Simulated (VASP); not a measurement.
# NiO (Fm-3m) in VASP: a series of runs

One crystal, NiO, is run at these levels: PBE; tasks: relaxation of cell and atoms.

Everything below comes from runs of VASP 6.6.1. Logs are shortened: lines on timing, memory, paths and dates and some standing lists are left out, and cuts for length are marked.

### 1 The structure

It takes space group Fm-3m (No. 225, cubic). Conventional cell: a = 4.183 Å, b = 4.183 Å, c = 4.183 Å, α = 90.00°, β = 90.00°, γ = 90.00°. Ni (site symmetry m-3m) is surrounded by 6 O at 2.09 Å. O (site symmetry m-3m) is surrounded by 6 Ni at 2.09 Å.

### 2 Relaxation of cell and atoms, PBE, collinear spin, ferromagnetic start

Contents of INCAR:

```
PREC = Accurate ; ENCUT = 900
EDIFF = 1E-7 ; ISMEAR = -1
SIGMA = 0.05 ; LREAL = False
LASPH = True ; NELM = 150
ALGO = Normal ; ISIF = 3
LWAVE = False ; LCHARG = False
ISPIN = 2 ; MAGMOM = 1 0
LORBIT = 11 ; LMAXMIX = 4
GGA = PE ; IBRION = 2
NSW = 40 ; EDIFFG = -0.01
```

Contents of KPOINTS:

```
regular mesh
0
Gamma
  8 8 8
```

Contents of POSCAR:

```
NiO
1.0
    0.0000000000      2.0913095100      2.0913095100
    2.0913095100      0.0000000000      2.0913095100
    2.0913095100      2.0913095100      0.0000000000
Ni O
1 1
Direct
    0.0000000000      0.0000000000      0.0000000000
    0.5000000000      0.5000000000      0.5000000000
```

Potentials or basis: VASP PAW PBE potentials, release 64 (Ni_GW, O_GW).

Started as:

```bash
cat potpaw_PBE.64/Ni_GW/POTCAR potpaw_PBE.64/O_GW/POTCAR > POTCAR
mpirun -np 1 vasp_std > vasp.out
```

OUTCAR:

```text
PREC = Accurate
   ENCUT = 900
   EDIFF = 1E-7
   ISMEAR = -1
   LREAL = False
   LASPH = True
   NELM = 150
   ISIF = 3
   ISPIN = 2
   LORBIT = 11
   GGA = PE
   IBRION = 2
   NSW = 40
   EDIFFG = -0.01

 ion  position               nearest neighbor table
   1  0.000  0.000  0.000-   2 2.09   2 2.09   2 2.09   2 2.09   2 2.09   2 2.09
   2  0.500  0.500  0.500-   1 2.09   1 2.09   1 2.09   1 2.09   1 2.09   1 2.09

  LATTYP: Found a face centered cubic cell.
 ALAT       =     4.1826190200

  Lattice vectors:

 A1 = (   0.0000000000,   2.0913095100,   2.0913095100)
 A2 = (   2.0913095100,   0.0000000000,   2.0913095100)
 A3 = (   2.0913095100,   2.0913095100,   0.0000000000)

Analysis of symmetry for initial positions (statically):
=====================================================================
 Subroutine PRICEL returns:
 Original cell was already a primitive cell.

 Routine SETGRP: Setting up the symmetry group for a
 face centered cubic supercell.

 Subroutine GETGRP returns: Found 48 space group operations
 (whereof 48 operations were pure point group operations)
 out of a pool of 48 trial point group operations.

The static configuration has the point symmetry O_h .

Analysis of symmetry for dynamics (positions and initial velocities):
=====================================================================
 Subroutine PRICEL returns:
 Original cell was already a primitive cell.

 Routine SETGRP: Setting up the symmetry group for a
 face centered cubic supercell.

 Subroutine GETGRP returns: Found 48 space group operations
 (whereof 48 operations were pure point group operations)
 out of a pool of 48 trial point group operations.

The dynamic configuration has the point symmetry O_h .

Analysis of structural, dynamic, and magnetic symmetry:
=====================================================================
 Subroutine PRICEL returns:
 Original cell was already a primitive cell.

 Routine SETGRP: Setting up the symmetry group for a
 face centered cubic supercell.

 Subroutine GETGRP returns: Found 48 space group operations
 (whereof 48 operations were pure point group operations)
 out of a pool of 48 trial point group operations.

The overall configuration has the point symmetry O_h .

 Subroutine INISYM returns: Found 48 space group operations
 (whereof 48 operations are pure point group operations),
 and found     1 'primitive' translations

----------------------------------------------------------------------------------------

                                     Primitive cell

  volume of cell :      18.2930

  direct lattice vectors                    reciprocal lattice vectors
     0.000000000  2.091309510  2.091309510    -0.239084649  0.239084649  0.239084649
     2.091309510  0.000000000  2.091309510     0.239084649 -0.239084649  0.239084649
     2.091309510  2.091309510  0.000000000     0.239084649  0.239084649 -0.239084649

  length of vectors
     2.957558272  2.957558272  2.957558272     0.414106759  0.414106759  0.414106759

  position of ions in fractional coordinates (direct lattice)
     0.000000000  0.000000000  0.000000000
     0.500000000  0.500000000  0.500000000

  ion indices of the primitive-cell ions
   primitive index   ion index
                 1           1
                 2           2

----------------------------------------------------------------------------------------

 KPOINTS: regular mesh

Automatic generation of k-mesh.
 Grid dimensions read from file:
 generate k-points for:    8    8    8

 Generating k-lattice:

  Cartesian coordinates                     Fractional coordinates (reciprocal lattice)
    -0.029885581  0.029885581  0.029885581     0.125000000  0.000000000  0.000000000
     0.029885581 -0.029885581  0.029885581     0.000000000  0.125000000  0.000000000
     0.029885581  0.029885581 -0.029885581     0.000000000  0.000000000  0.125000000

  Length of vectors
     0.051763345  0.051763345  0.051763345

  Shift w.r.t. Gamma in fractional coordinates (k-lattice)
     0.000000000  0.000000000  0.000000000

 Subroutine IBZKPT returns following result:
 ===========================================

 Found     29 irreducible k-points:

 Following reciprocal coordinates:
            Coordinates               Weight
  0.000000  0.000000  0.000000      1.000000
  0.125000  0.000000  0.000000      8.000000
  0.250000  0.000000  0.000000      8.000000
  0.375000  0.000000  0.000000      8.000000
  0.500000  0.000000  0.000000      4.000000
  0.125000  0.125000  0.000000      6.000000
[... 16 lines left out ...]
  0.500000  0.250000  0.125000     48.000000
 -0.375000  0.250000  0.125000     24.000000
 [... further k-points ...]
   k-points           NKPTS =     29   k-points in BZ     NKDIM =     29   number of bands    NBANDS=     13
   number of dos      NEDOS =    301   number of ions     NIONS =      2
   total plane-waves  NPLWV =  27000
   dimension x,y,z NGX =    30 NGY =   30 NGZ =   30
   dimension x,y,z NGXF=    60 NGYF=   60 NGZF=   60
   ions per type =               1   1
   NGX,Y,Z   is equivalent  to a cutoff of  16.86, 16.86, 16.86 a.u.
   NGXF,Y,Z  is equivalent  to a cutoff of  33.73, 33.73, 33.73 a.u.
 SYSTEM =  unknown system
   PREC   = accura    normal or accurate (medium, high low for compatibility)
   ISTART =      0    job   : 0-new  1-cont  2-samecut
   ICHARG =      2    charge: 1-file 2-atom 10-const
   ISPIN  =      2    spin polarized calculation?
   LNONCOLLINEAR =      F non collinear calculations
   LSORBIT =      F    spin-orbit coupling
   LASPH  =      T    aspherical Exc in radial PAW
   ENCUT  =  900.0 eV  66.15 Ry    8.13 a.u.   7.23  7.23  7.23*2*pi/ulx,y,z
   NELM   =    150;   NELMIN=  2; NELMDL= -5     # of ELM steps
   EDIFF  = 0.1E-06   stopping-criterion for ELM
   LREAL  =      F    real-space projection
   EDIFFG = -.1E-01   stopping-criterion for IOM
   NSW    =     40    number of steps for IOM
   IBRION =      2    ionic relax: 0-MD 1-quasi-New 2-CG
   NFREE  =      1    steps in history (QN), initial steepest desc. (CG)
   ISIF   =      3    stress and relaxation
   ISYM   =      2    0-nonsym 1-usesym 2-fastsym
   POTIM  = 0.5000    time-step for ionic-motion
   TEBEG  =    0.0;   TEEND  =   0.0 temperature during run
   PSTRESS=    0.0 pullay stress
   NELECT =      16.0000    total number of electrons
   NUPDOWN=      -1.0000    fix difference up-down
   EMIN   =  10.00;   EMAX   =-10.00  energy-range for DOS
   EFERMI =   0.00;   METHOD = LEGACY
   ISMEAR =    -1;   SIGMA  =   0.05  broadening in eV -4-tet -1-fermi 0-gaus
   EFERMI_NEDOS =   21; number of points for ismear=-14 and -15
   IALGO  =     38    algorithm
   IMIX   =      4    mixing-type and parameters
     AMIX     =   0.40;   BMIX     =  1.00
     AMIX_MAG =   1.60;   BMIX_MAG =  1.00
  volume/ion in A,a.u.               =       9.15        61.72
  Fermi-wavevector in a.u.,A,eV,Ry     =   1.565621  2.958594 33.350161  2.451168
  Thomas-Fermi vector in A             =   2.668070
   LORBIT       =     11    0 simple, 1 ext, 2 COOP (PROOUT), +10 PAW based schemes
   GGA     = PE    functional components
   LHFCALC =     F    Hartree Fock is set to
   AEXX    =    0.0000 exact exchange contribution
   IVDW    =     0    specifies the selected vdW correction
   LEPSILON=     F    determine dielectric tensor
   LRPA    =     F    only Hartree local field effects (RPA)
 conjugate gradient relaxation of ions
 spin polarized calculation
  energy-cutoff  :      900.00
  volume of cell :       18.29
 maximum number of plane-waves:      1139
 NGX is ok and might be reduce to    30
   NGX = 15   NGY = 15   NGZ = 15

--------------------------------------- Ionic step        1  -------------------------------------------

 number of electron      16.0000002 magnetization       1.8060459

 Free energy of the ion-electron system (eV)
  ---------------------------------------------------
  ext. energy  EPLUGINS =         0.00000000
  ---------------------------------------------------
  free energy    TOTEN  =       -11.50783879 eV

  energy without entropy =      -11.50023602  energy(sigma->0) =      -11.50403741

------------------------ aborting loop because EDIFF is reached ----------------------------------------

  FORCE on cell =-STRESS in cart. coord.  units (eV):
  Direction    XX          YY          ZZ          XY          YZ          ZX
  --------------------------------------------------------------------------------------
  -------------------------------------------------------------------------------------
  Total        0.5075326      0.5075326      0.5075326      0.0000000      0.0000000     -0.0000000
  in kB       44.4518237     44.4518237     44.4518237      0.0000000      0.0000000     -0.0000000
  external PRESSURE =      44.4518237 kB  Pullay stress =       0.0000000 kB
[... 57 lines left out ...]
  energy  without entropy=      -11.5057677719  energy(sigma->0) =      -11.50879412

--------------------------------------- Ionic step        3  -------------------------------------------

 number of electron      16.0000001 magnetization       1.8321393

 Free energy of the ion-electron system (eV)
  ---------------------------------------------------
  ext. energy  EPLUGINS =         0.00000000
  ---------------------------------------------------
  free energy    TOTEN  =       -11.51365704 eV

  energy without entropy =      -11.50718869  energy(sigma->0) =      -11.51042287

 E-fermi :   4.7236     XC(G=0): -12.6483

 val. band max:        4.6393644359   @ k =   0.3750   0.0000   0.0000
 cond. band min:       4.7692221594   @ k =  -0.2500   0.2500   0.0000
 fundamental gap:      0.1298577236
 Fermi energy:         4.7235703155

 spin component 1

 k-point     1 :       0.0000    0.0000    0.0000
  band No.  band energies     occupation
      1     -15.3988      1.00000
      2       1.5462      1.00000
      3       1.5462      1.00000
      4       1.8310      1.00000
      5       1.8310      1.00000
      6       1.8310      1.00000
      7       2.0825      1.00000
      8       2.0825      1.00000
      9       2.0825      1.00000
     10       6.0841      0.00000
     11      22.4352      0.00000
     12      23.3504      0.00000
     13      23.3504      0.00000
[... 353 lines left out ...]
 k-point    24 :      -0.3750    0.2500    0.1250
  band No.  band energies     occupation
      1     -14.0201      1.00000
      2      -2.5422      1.00000
      3      -1.1308      1.00000
      4      -0.9017      1.00000
      5       2.4570      1.00000
      6       2.7599      1.00000
      7       3.1457      1.00000
      8       3.6709      1.00000
      9       4.2853      0.99984
     10      12.4198      0.00000
     11      13.7207      0.00000
     12      16.2295      0.00000
     13      19.0669      0.00000

 [... further k-points ...]

 spin component 2

 k-point     1 :       0.0000    0.0000    0.0000
  band No.  band energies     occupation
      1     -14.9330      1.00000
      2       2.3669      1.00000
      3       2.3669      1.00000
      4       2.3669      1.00000
      5       2.9302      1.00000
      6       2.9302      1.00000
      7       2.9302      1.00000
      8       4.2002      0.99997
      9       4.2002      0.99997
     10       6.4445      0.00000
     11      22.3663      0.00000
     12      23.5713      0.00000
     13      23.5713      0.00000
[... 397 lines left out ...]
  FREE ENERGIE OF THE ION-ELECTRON SYSTEM (eV)
  ---------------------------------------------------
  free  energy   TOTEN  =       -11.5136570414 eV

  energy  without entropy=      -11.5071886948  energy(sigma->0) =      -11.51042287

 reached required accuracy - stopping structural energy minimisation

 total charge

# of ion       s       p       d       f       tot
--------------------------------------------------
    1        0.316   0.373   8.166   0.022   8.877
    2        1.531   3.374   0.000   0.000   4.905
--------------------------------------------------
tot          1.847   3.747   8.166   0.022  13.782

 magnetization (x)

# of ion       s       p       d       f       tot
--------------------------------------------------
    1        0.012   0.015   1.454   0.002   1.482
    2        0.031   0.264   0.000   0.000   0.295
--------------------------------------------------
tot          0.043   0.279   1.454   0.002   1.777
```

Run time: 86 s. Hardware: 1 thread of Intel Xeon 6975P-C (Granite Rapids), shared host; peak memory 0.22 GiB.

What came out:

- Free energy: -11.5137 eV
- Relaxed volume: 9.36 Å³/atom
- Relaxed cell: a = 2.981 Å, b = 2.981 Å, c = 2.981 Å, α = 60.00°, β = 60.00°, γ = 60.00°
- Space group after relaxing (to 0.05 Å): Fm-3m (No. 225)
- Energy gained by relaxing: 2.9 meV/atom
- Ionic steps: 3
- Pressure after relaxing: 0.0 GPa
- Band gap on the k mesh: none (metal or under the smearing width)
- Net moment: 1.83 μB per cell
- Site moments: Ni +1.48; O +0.29 μB
- Valence electrons inside the program's atomic spheres: Ni 8.88; O 4.91

Step by step:
```
step  energy change (eV)  largest force (eV/Å)  pressure (GPa)  volume (Å³)
   1              0.0000                0.0000            4.45        18.29
   2             -0.0040                0.0000           -2.32        18.97
   3             -0.0058                0.0000            0.02        18.72
```

Final structure:
```
CELL_PARAMETERS angstrom
0.00000 2.10756 2.10756
2.10756 0.00000 2.10756
2.10756 2.10756 0.00000
ATOMIC_POSITIONS crystal
Ni 0.00000 0.00000 0.00000
O 0.50000 0.50000 0.50000
```

Caveat: a cell with one magnetic atom can't hold antiferromagnetic order, which such compounds often take; semilocal functionals often make such compounds metallic where correlation or magnetic order opens a gap, which also shifts bond lengths. PBE usually gives volumes a little too large and moduli too small.

### 3 Relaxation of cell and atoms, PBE, collinear spin, ferromagnetic start

INCAR is that of step 2.

KPOINTS is that of step 2.

POSCAR is that of step 2.

Potentials or basis: VASP PAW PBE potentials, release 64 (Ni, O_h).

Started as:

```bash
cat potpaw_PBE.64/Ni/POTCAR potpaw_PBE.64/O_h/POTCAR > POTCAR
mpirun -np 1 vasp_std > vasp.out
```

It took 69 s on 1 thread of Intel Xeon 6975P-C (Granite Rapids), shared host; peak memory 0.2 GiB.

The run converged. Its results:

```
Free energy                                           : -11.4889 eV
Relaxed volume                                        : 9.35 Å³/atom
Relaxed cell                                          : a = 2.979 Å, b = 2.979 Å, c = 2.979 Å, α = 60.00°, β = 60.00°, γ = 60.00°
Space group after relaxing (to 0.05 Å)                : Fm-3m (No. 225)
Energy gained by relaxing                             : 2.7 meV/atom
Ionic steps                                           : 3
Pressure after relaxing                               : 0.0 GPa
Band gap on the k mesh                                : none (metal or under the smearing width)
Net moment                                            : 1.82 μB per cell
Site moments                                          : Ni +1.49; O +0.22 μB
Valence electrons inside the program's atomic spheres : Ni 8.93; O 3.34
```

Step by step:
```tsv
step	energy change (eV)	largest force (eV/Å)	pressure (GPa)	volume (Å³)
1	0.0000	0.0000	4.34	18.29
2	-0.0032	0.0000	-2.61	18.96
3	-0.0053	0.0000	0.02	18.69
```

Final structure:
```yaml
crystal:
  lattice:
    - [0.00000, 2.10651, 2.10651]
    - [2.10651, 0.00000, 2.10651]
    - [2.10651, 2.10651, 0.00000]
  atoms:
    - { symbol: Ni, position: [0.00000, 0.00000, 0.00000] }
    - { symbol: O, position: [0.50000, 0.50000, 0.50000] }
```

Levels at points of the mesh, in eV from the Fermi level:
Spin up:
```tsv
k point	band 6	band 7	band 8	band 9	band 10	band 11	band 12	band 13
(0.00, 0.00, 0.00)	-2.88	-2.64	-2.64	-2.64	1.39	17.77	18.72	18.72
(0.50, 0.00, 0.00)	-2.00	-1.46	0.20	0.20	5.54	9.71	13.83	13.83
(0.50, 0.50, 0.00)	-2.85	-2.35	-1.69	-1.69	5.95	10.40	12.10	16.29
```
Spin down:
```csv
k point,band 4,band 5,band 6,band 7,band 8,band 9,band 10,band 11
"(0.00, 0.00, 0.00)",-2.34,-1.80,-1.80,-1.80,-0.54,-0.54,1.75,17.70
"(0.50, 0.00, 0.00)",-4.60,-0.95,-0.95,-0.58,2.19,2.19,5.71,10.26
"(0.50, 0.50, 0.00)",-3.66,-2.72,-0.77,-0.77,-0.13,0.36,6.42,10.77
```

Caveat: the cutoff is under 1.25 times the usual one of these potentials, so pressure, stress and relaxed cells hold a basis-set (Pulay) error; a cell with one magnetic atom can't hold antiferromagnetic order, which such compounds often take; semilocal functionals often make such compounds metallic where correlation or magnetic order opens a gap, which also shifts bond lengths.

### 4 For comparison

An earlier run on the cell as given: functional PBE; potentials or basis VASP PAW PBE potentials, release 64 (Ni, O); cutoff 520 eV; k mesh 11 × 11 × 11; occupations fermi-dirac, width 0.05 eV; collinear spin, ferromagnetic start; starting moments [1.0, 0.0] μB.

* Pressure: 3.7 GPa
* Band gap on the k mesh: none (metal or under the smearing width)
* Net moment: 1.70 μB per cell
* Site moments: Ni +1.40; O +0.26 μB
* Valence electrons inside the program's atomic spheres: Ni 8.98; O 4.98

### 5 Overview

```tsv
task	potentials or basis	cell	k mesh	cutoff (eV)	gap on the mesh (eV)	pressure (GPa)	moment (μB)	relaxed volume (Å³/atom)
relaxation of cell and atoms	VASP PAW PBE potentials, release 64 (Ni_GW, O_GW)	relaxed	8 × 8 × 8	900	none	0.0	1.83	9.36
relaxation of cell and atoms	VASP PAW PBE potentials, release 64 (Ni, O_h)	relaxed	8 × 8 × 8	900	none	0.0	1.82	9.35
single point	VASP PAW PBE potentials, release 64 (Ni, O)	as given	11 × 11 × 11	520	none	3.7	1.70	-
```

Alike in all rows: level PBE; spin collinear, ferromagnetic start; smearing fermi-dirac 0.05 eV.

Caveats: a cell with one magnetic atom can't hold antiferromagnetic order, which such compounds often take; semilocal functionals often make such compounds metallic where correlation or magnetic order opens a gap, which also shifts bond lengths; the cutoff is under 1.25 times the usual one of these potentials, so pressure, stress and relaxed cells hold a basis-set (Pulay) error (some runs).

Total energies depend on the potentials used, so only differences within one code and one set of settings carry meaning.
